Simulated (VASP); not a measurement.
# Si (Fd-3m) in VASP: a series of runs

Runs on Si. Level: PBE. Tasks: single point.

All numbers are computed with VASP 6.6.1; they aren't measurements. Logs are shortened: lines on timing, memory, paths and dates and some standing lists are left out, and cuts for length are marked.

### 1 The undisturbed crystal

It takes space group Fd-3m (No. 227, cubic). Conventional cell: a = 5.444 Å, b = 5.444 Å, c = 5.444 Å, α = 90.00°, β = 90.00°, γ = 90.00°. Around Si (site symmetry -43m) lie 4 Si at 2.36 Å.

### 2 Single point, PBE (grid = ENCUT=350 dk=0.35 cell=2x2x1 ISMEAR=0 SIGMA=0.05 LREAL=Auto EDIFF=1e-06)

The input, INCAR:

```
PREC = Accurate
ENCUT = 350
EDIFF = 1E-6
ISMEAR = 0
SIGMA = 0.05
LREAL = Auto
LASPH = True
NELM = 120
ALGO = Fast
ISIF = 2
LWAVE = False
LCHARG = False
GGA = PE
NBANDS = 24
```

The input, KPOINTS:

```
Automatic mesh
0
Gamma
  6 6 6
```

The input, POSCAR:

```
Si7C
1.0
    0.0000000000      5.4437023730      5.4437023730
    5.4437023730      0.0000000000      5.4437023730
    2.7218511865      2.7218511865      0.0000000000
C Si
1 7
Direct
    0.2500000000      0.2500000000      0.5000000000
    0.2500000000      0.7500000000      0.5000000000
    0.7500000000      0.2500000000      0.5000000000
    0.7500000000      0.7500000000      0.5000000000
    0.3750000000      0.3750000000      0.7500000000
    0.3750000000      0.8750000000      0.7500000000
    0.8750000000      0.3750000000      0.7500000000
    0.8750000000      0.8750000000      0.7500000000
```

Potentials or basis: VASP PAW PBE potentials, release 64 (C, Si).

The run is started by

```console
$ cat potpaw_PBE.64/C/POTCAR potpaw_PBE.64/Si/POTCAR > POTCAR
$ mpirun -np 1 vasp_std > vasp.out
```

OUTCAR:

```text
PREC = Accurate
   ENCUT = 350
   EDIFF = 1E-6
   ISMEAR = 0
   LREAL = Auto
   LASPH = True
   NELM = 120
   ISIF = 2
   GGA = PE

 Found     52 irreducible k-points:

 Following reciprocal coordinates:
            Coordinates               Weight
  0.000000  0.000000  0.000000      1.000000
  0.166667  0.000000  0.000000      4.000000
  0.333333  0.000000  0.000000      4.000000
  0.500000  0.000000  0.000000      2.000000
  0.166667  0.166667  0.000000      2.000000
  0.333333  0.166667  0.000000      4.000000
   k-points           NKPTS =     52   k-points in BZ     NKDIM =     52   number of bands    NBANDS=     24
   number of dos      NEDOS =    301   number of ions     NIONS =      8
   total plane-waves  NPLWV =  55296
   dimension x,y,z NGX =    48 NGY =   48 NGZ =   24
   dimension x,y,z NGXF=    96 NGYF=   96 NGZF=   48
   ions per type =               1   7
   NGX,Y,Z   is equivalent  to a cutoff of  10.37, 10.37, 10.37 a.u.
   NGXF,Y,Z  is equivalent  to a cutoff of  20.73, 20.73, 20.73 a.u.
 SYSTEM =  unknown system
   PREC   = accura    normal or accurate (medium, high low for compatibility)
   ISTART =      0    job   : 0-new  1-cont  2-samecut
   ICHARG =      2    charge: 1-file 2-atom 10-const
   ISPIN  =      1    spin polarized calculation?
   LNONCOLLINEAR =      F non collinear calculations
   LSORBIT =      F    spin-orbit coupling
   LASPH  =      T    aspherical Exc in radial PAW
   ENCUT  =  350.0 eV  25.72 Ry    5.07 a.u.  11.74 11.74  5.87*2*pi/ulx,y,z
   NELM   =    120;   NELMIN=  2; NELMDL= -5     # of ELM steps
   EDIFF  = 0.1E-05   stopping-criterion for ELM
   LREAL  =      T    real-space projection
   EDIFFG = 0.1E-04   stopping-criterion for IOM
   NSW    =      0    number of steps for IOM
   IBRION =     -1    ionic relax: 0-MD 1-quasi-New 2-CG
   NFREE  =      0    steps in history (QN), initial steepest desc. (CG)
   ISIF   =      2    stress and relaxation
   ISYM   =      2    0-nonsym 1-usesym 2-fastsym
   POTIM  = 0.5000    time-step for ionic-motion
   TEBEG  =    0.0;   TEEND  =   0.0 temperature during run
   PSTRESS=    0.0 pullay stress
   NELECT =      32.0000    total number of electrons
   NUPDOWN=      -1.0000    fix difference up-down
   EMIN   =  10.00;   EMAX   =-10.00  energy-range for DOS
   EFERMI =   0.00;   METHOD = LEGACY
   ISMEAR =     0;   SIGMA  =   0.05  broadening in eV -4-tet -1-fermi 0-gaus
   EFERMI_NEDOS =   21; number of points for ismear=-14 and -15
   IALGO  =     68    algorithm
   IMIX   =      4    mixing-type and parameters
     AMIX     =   0.40;   BMIX     =  1.00
     AMIX_MAG =   1.60;   BMIX_MAG =  1.00
  volume/ion in A,a.u.               =      20.16       136.08
  Fermi-wavevector in a.u.,A,eV,Ry     =   0.954766  1.804247 12.402783  0.911579
  Thomas-Fermi vector in A             =   2.083543
   LORBIT       =      0    0 simple, 1 ext, 2 COOP (PROOUT), +10 PAW based schemes
   GGA     = PE    functional components
   LHFCALC =     F    Hartree Fock is set to
   AEXX    =    0.0000 exact exchange contribution
   IVDW    =     0    specifies the selected vdW correction
   LEPSILON=     F    determine dielectric tensor
   LRPA    =     F    only Hartree local field effects (RPA)
 non-spin polarized calculation
 RMM-DIIS sequential band-by-band and
 Gauss-broadening in eV      SIGMA  =   0.05
  energy-cutoff  :      350.00
  volume of cell :      161.32
 maximum number of plane-waves:      2417
   NGX = 23   NGY = 23   NGZ = 11

 number of electron      31.9999996 magnetization

 Free energy of the ion-electron system (eV)
  ---------------------------------------------------
  ext. energy  EPLUGINS =         0.00000000
  ---------------------------------------------------
  free energy    TOTEN  =       -43.84747100 eV

  energy without entropy =      -43.84701336  energy(sigma->0) =      -43.84724218

 E-fermi :   4.8464     XC(G=0):  -9.2028

 val. band max:        4.8390157379   @ k =   0.0000   0.0000   0.0000
 cond. band min:       4.8534388464   @ k =   0.0000   0.0000   0.0000
 fundamental gap:      0.0144231085
 Fermi energy:         4.8464123004

 k-point     1 :       0.0000    0.0000    0.0000
  band No.  band energies     occupation
      1      -6.8514      2.00000
      2      -4.8551      2.00000
      3      -4.5691      2.00000
      4      -3.2345      2.00000
      5      -2.6447      2.00000
      6      -1.9467      2.00000
[... 16 lines left out ...]
     23       7.6424      0.00000
     24       7.7764      0.00000

 k-point     2 :       0.1667    0.0000    0.0000
  band No.  band energies     occupation
      1      -6.7648      2.00000
      2      -5.0390      2.00000
      3      -4.6391      2.00000
      4      -3.5512      2.00000
      5      -2.3032      2.00000
      6      -1.7352      2.00000
[... 16 lines left out ...]
     23       7.7988      0.00000
     24       8.2802      0.00000

 k-point     3 :       0.3333    0.0000    0.0000
  band No.  band energies     occupation
      1      -6.5086      2.00000
      2      -5.5646      2.00000
      3      -4.5755      2.00000
      4      -3.9441      2.00000
      5      -1.9164      2.00000
      6      -1.3940      2.00000
[... 16 lines left out ...]
     23       8.1051      0.00000
     24       8.6340      0.00000

 k-point     4 :       0.5000    0.0000    0.0000
  band No.  band energies     occupation
      1      -6.1009      2.00000
      2      -6.0913      2.00000
      3      -4.4840      2.00000
      4      -4.1462      2.00000
      5      -1.7640      2.00000
      6      -1.2026      2.00000
[... 16 lines left out ...]
     23       8.7407      0.00000
     24       8.7805      0.00000

 k-point     5 :       0.1667    0.1667    0.0000
  band No.  band energies     occupation
      1      -6.7358      2.00000
      2      -4.9200      2.00000
      3      -4.6381      2.00000
      4      -4.0777      2.00000
      5      -1.9736      2.00000
      6      -1.4317      2.00000
[... 16 lines left out ...]
     23       8.0720      0.00000
     24       8.3945      0.00000

 k-point     6 :       0.3333    0.1667    0.0000
  band No.  band energies     occupation
      1      -6.5355      2.00000
      2      -5.3080      2.00000
      3      -4.6212      2.00000
      4      -4.3554      2.00000
      5      -1.8399      2.00000
      6      -1.0067      2.00000
[... 16 lines left out ...]
     23       8.3899      0.00000
     24       8.7012      0.00000

 [... further k-points ...]

------------------------ aborting loop because EDIFF is reached ----------------------------------------

  FORCE on cell =-STRESS in cart. coord.  units (eV):
  Direction    XX          YY          ZZ          XY          YZ          ZX
  --------------------------------------------------------------------------------------
  -------------------------------------------------------------------------------------
  Total       -7.6932396     -7.6932396     -8.0778817      0.0739228      0.0000000      0.0000000
  in kB      -76.4076287    -76.4076287    -80.2278127      0.7341855      0.0000000      0.0000000
  external PRESSURE =     -77.6810234 kB  Pullay stress =       0.0000000 kB

 VOLUME and BASIS-vectors are now :
 -----------------------------------------------------------------------------
  energy-cutoff  :      350.00
  volume of cell :      161.32
      direct lattice vectors                 reciprocal lattice vectors
     0.000000000  5.443702373  5.443702373    -0.091849254  0.091849254  0.091849254
     5.443702373  0.000000000  5.443702373     0.091849254 -0.091849254  0.091849254
     2.721851186  2.721851186  0.000000000     0.183698507  0.183698507 -0.183698507

 POSITION                                       TOTAL-FORCE (eV/Angst)
 -----------------------------------------------------------------------------------
      2.72185      2.72185      2.72185         0.000000      0.000000      0.027968
      5.44370      2.72185      5.44370         0.128940     -0.128940      0.004182
      2.72185      5.44370      5.44370        -0.128940      0.128940      0.004182
      5.44370      5.44370      8.16555         0.000000      0.000000      0.105144
      4.08278      4.08278      4.08278         0.000000      0.000000     -2.687955
      6.80463      4.08278      6.80463         1.268838     -1.268838      1.279004
      4.08278      6.80463      6.80463        -1.268838      1.268838      1.279004
      6.80463      6.80463      9.52648         0.000000      0.000000     -0.011529
 -----------------------------------------------------------------------------------
    total drift:                               -0.000000     -0.000000      0.000014

  FREE ENERGIE OF THE ION-ELECTRON SYSTEM (eV)
  ---------------------------------------------------
  free  energy   TOTEN  =       -43.8474709963 eV

  energy  without entropy=      -43.8470133634  energy(sigma->0) =      -43.84724218
```

It took 68 s on 1 thread of Intel Xeon 6975P-C (Granite Rapids), shared host; peak memory 0.25 GiB.

The run converged, but a check on its numbers failed (symmetry, net force, bounds or a known fault of this set-up), so they aren't taken as properties of the crystal.

Caveat: the cutoff lies under the usual one of these potentials, so the numbers hold a large basis-set error.

### 3 Single point, PBE (grid = ENCUT=500 dk=0.45 cell=2x2x1 ISMEAR=0 SIGMA=0.05 LREAL=Auto EDIFF=1e-06)

Changes to INCAR since step 2:

```diff
@@ -1,3 +1,3 @@
 PREC = Accurate
-ENCUT = 350
+ENCUT = 500
 EDIFF = 1E-6
```

The input, KPOINTS:

```
Automatic mesh
0
Gamma
  5 5 5
```

POSCAR is that of step 2.

Potentials or basis: VASP PAW PBE potentials, release 64 (C, Si).

The run is started by

```console
$ cat potpaw_PBE.64/C/POTCAR potpaw_PBE.64/Si/POTCAR > POTCAR
$ mpirun -np 1 vasp_std > vasp.out
```

OUTCAR:

```text
PREC = Accurate
   ENCUT = 500
   EDIFF = 1E-6
   ISMEAR = 0
   LREAL = Auto
   LASPH = True
   NELM = 120
   ISIF = 2
   GGA = PE

 Found     27 irreducible k-points:

 Following reciprocal coordinates:
            Coordinates               Weight
  0.000000  0.000000  0.000000      1.000000
  0.200000  0.000000  0.000000      4.000000
  0.400000  0.000000  0.000000      4.000000
  0.200000  0.200000  0.000000      2.000000
  0.400000  0.200000  0.000000      4.000000
 -0.400000  0.200000  0.000000      4.000000
   k-points           NKPTS =     27   k-points in BZ     NKDIM =     27   number of bands    NBANDS=     24
   number of dos      NEDOS =    301   number of ions     NIONS =      8
   total plane-waves  NPLWV =  87808
   dimension x,y,z NGX =    56 NGY =   56 NGZ =   28
   dimension x,y,z NGXF=   112 NGYF=  112 NGZF=   56
   ions per type =               1   7
   NGX,Y,Z   is equivalent  to a cutoff of  12.09, 12.09, 12.09 a.u.
   NGXF,Y,Z  is equivalent  to a cutoff of  24.19, 24.19, 24.19 a.u.
 SYSTEM =  unknown system
   PREC   = accura    normal or accurate (medium, high low for compatibility)
   ISTART =      0    job   : 0-new  1-cont  2-samecut
   ICHARG =      2    charge: 1-file 2-atom 10-const
   ISPIN  =      1    spin polarized calculation?
   LNONCOLLINEAR =      F non collinear calculations
   LSORBIT =      F    spin-orbit coupling
   LASPH  =      T    aspherical Exc in radial PAW
   ENCUT  =  500.0 eV  36.75 Ry    6.06 a.u.  14.04 14.04  7.02*2*pi/ulx,y,z
   NELM   =    120;   NELMIN=  2; NELMDL= -5     # of ELM steps
   EDIFF  = 0.1E-05   stopping-criterion for ELM
   LREAL  =      T    real-space projection
   EDIFFG = 0.1E-04   stopping-criterion for IOM
   NSW    =      0    number of steps for IOM
   IBRION =     -1    ionic relax: 0-MD 1-quasi-New 2-CG
   NFREE  =      0    steps in history (QN), initial steepest desc. (CG)
   ISIF   =      2    stress and relaxation
   ISYM   =      2    0-nonsym 1-usesym 2-fastsym
   POTIM  = 0.5000    time-step for ionic-motion
   TEBEG  =    0.0;   TEEND  =   0.0 temperature during run
   PSTRESS=    0.0 pullay stress
   NELECT =      32.0000    total number of electrons
   NUPDOWN=      -1.0000    fix difference up-down
   EMIN   =  10.00;   EMAX   =-10.00  energy-range for DOS
   EFERMI =   0.00;   METHOD = LEGACY
   ISMEAR =     0;   SIGMA  =   0.05  broadening in eV -4-tet -1-fermi 0-gaus
   EFERMI_NEDOS =   21; number of points for ismear=-14 and -15
   IALGO  =     68    algorithm
   IMIX   =      4    mixing-type and parameters
     AMIX     =   0.40;   BMIX     =  1.00
     AMIX_MAG =   1.60;   BMIX_MAG =  1.00
  volume/ion in A,a.u.               =      20.16       136.08
  Fermi-wavevector in a.u.,A,eV,Ry     =   0.954766  1.804247 12.402783  0.911579
  Thomas-Fermi vector in A             =   2.083543
   LORBIT       =      0    0 simple, 1 ext, 2 COOP (PROOUT), +10 PAW based schemes
   GGA     = PE    functional components
   LHFCALC =     F    Hartree Fock is set to
   AEXX    =    0.0000 exact exchange contribution
   IVDW    =     0    specifies the selected vdW correction
   LEPSILON=     F    determine dielectric tensor
   LRPA    =     F    only Hartree local field effects (RPA)
 non-spin polarized calculation
 RMM-DIIS sequential band-by-band and
 Gauss-broadening in eV      SIGMA  =   0.05
  energy-cutoff  :      500.00
  volume of cell :      161.32
 maximum number of plane-waves:      4123
   NGX = 27   NGY = 27   NGZ = 15

 number of electron      32.0000002 magnetization

 Free energy of the ion-electron system (eV)
  ---------------------------------------------------
  ext. energy  EPLUGINS =         0.00000000
  ---------------------------------------------------
  free energy    TOTEN  =       -43.82060130 eV

  energy without entropy =      -43.82005068  energy(sigma->0) =      -43.82032599

 E-fermi :   4.8760     XC(G=0):  -9.2012

 val. band max:        4.8551607053   @ k =   0.0000   0.0000   0.0000
 cond. band min:       4.8815228281   @ k =   0.0000   0.0000   0.0000
 fundamental gap:      0.0263621228
 Fermi energy:         4.8760253347

 k-point     1 :       0.0000    0.0000    0.0000
  band No.  band energies     occupation
      1      -6.8464      2.00000
      2      -4.8400      2.00000
      3      -4.5685      2.00000
      4      -3.2268      2.00000
      5      -2.6430      2.00000
      6      -1.9442      2.00000
[... 16 lines left out ...]
     23       7.6410      0.00000
     24       7.7782      0.00000

 k-point     2 :       0.2000    0.0000    0.0000
  band No.  band energies     occupation
      1      -6.7218      2.00000
      2      -5.1197      2.00000
      3      -4.6326      2.00000
      4      -3.6310      2.00000
      5      -2.2082      2.00000
      6      -1.6694      2.00000
[... 16 lines left out ...]
     23       7.8533      0.00000
     24       8.3067      0.00000

 k-point     3 :       0.4000    0.0000    0.0000
  band No.  band energies     occupation
      1      -6.3556      2.00000
      2      -5.7804      2.00000
      3      -4.5184      2.00000
      4      -4.0595      2.00000
      5      -1.8143      2.00000
      6      -1.2759      2.00000
[... 16 lines left out ...]
     23       8.3382      0.00000
     24       8.7111      0.00000

 k-point     4 :       0.2000    0.2000    0.0000
  band No.  band energies     occupation
      1      -6.6799      2.00000
      2      -4.9297      2.00000
      3      -4.6621      2.00000
      4      -4.2721      2.00000
      5      -1.8525      2.00000
      6      -1.2998      2.00000
[... 16 lines left out ...]
     23       8.2289      0.00000
     24       8.5348      0.00000

 k-point     5 :       0.4000    0.2000    0.0000
  band No.  band energies     occupation
      1      -6.3929      2.00000
      2      -5.4551      2.00000
      3      -4.8278      2.00000
      4      -4.2937      2.00000
      5      -1.7800      2.00000
      6      -0.7066      2.00000
[... 16 lines left out ...]
     23       8.4975      0.00000
     24       8.7971      0.00000

 k-point     6 :      -0.4000    0.2000    0.0000
  band No.  band energies     occupation
      1      -6.0768      2.00000
      2      -5.8829      2.00000
      3      -5.1243      2.00000
      4      -3.7709      2.00000
      5      -1.9935      2.00000
      6      -0.4980      2.00000
[... 16 lines left out ...]
     23       8.5338      0.00000
     24       8.9279      0.00000

 [... further k-points ...]

------------------------ aborting loop because EDIFF is reached ----------------------------------------

  FORCE on cell =-STRESS in cart. coord.  units (eV):
  Direction    XX          YY          ZZ          XY          YZ          ZX
  --------------------------------------------------------------------------------------
  -------------------------------------------------------------------------------------
  Total       -7.1729023     -7.1729023     -7.7184976      0.1840283      0.0000000     -0.0000000
  in kB      -71.2397485    -71.2397485    -76.6584856      1.8277304      0.0000000     -0.0000000
  external PRESSURE =     -73.0459942 kB  Pullay stress =       0.0000000 kB

 VOLUME and BASIS-vectors are now :
 -----------------------------------------------------------------------------
  energy-cutoff  :      500.00
  volume of cell :      161.32
      direct lattice vectors                 reciprocal lattice vectors
     0.000000000  5.443702373  5.443702373    -0.091849254  0.091849254  0.091849254
     5.443702373  0.000000000  5.443702373     0.091849254 -0.091849254  0.091849254
     2.721851186  2.721851186  0.000000000     0.183698507  0.183698507 -0.183698507

 POSITION                                       TOTAL-FORCE (eV/Angst)
 -----------------------------------------------------------------------------------
      2.72185      2.72185      2.72185         0.000000      0.000000      0.029262
      5.44370      2.72185      5.44370         0.132236     -0.132236      0.008747
      2.72185      5.44370      5.44370        -0.132236      0.132236      0.008747
      5.44370      5.44370      8.16555        -0.000000      0.000000      0.104556
      4.08278      4.08278      4.08278         0.000000      0.000000     -2.699695
      6.80463      4.08278      6.80463         1.265709     -1.265709      1.281046
      4.08278      6.80463      6.80463        -1.265709      1.265709      1.281046
      6.80463      6.80463      9.52648         0.000000      0.000000     -0.013708
 -----------------------------------------------------------------------------------
    total drift:                               -0.000000     -0.000000     -0.000027

  FREE ENERGIE OF THE ION-ELECTRON SYSTEM (eV)
  ---------------------------------------------------
  free  energy   TOTEN  =       -43.8206013030 eV

  energy  without entropy=      -43.8200506790  energy(sigma->0) =      -43.82032599
```

Wall time 67 s (1 thread of Intel Xeon 6975P-C (Granite Rapids), shared host); peak memory 0.29 GiB.

The run converged, but some of its settings lie outside the range that counts as converged, so its numbers aren't taken as properties of the crystal.

What came out:

| Item | Value |
| --- | --- |
| Free energy | -43.8206 eV |
| Pressure | -7.3 GPa |
| Largest force | 2.700 eV/Å |
| Band gap on the k mesh | 0.03 eV, direct |

(Continued in part 2 of 2.)
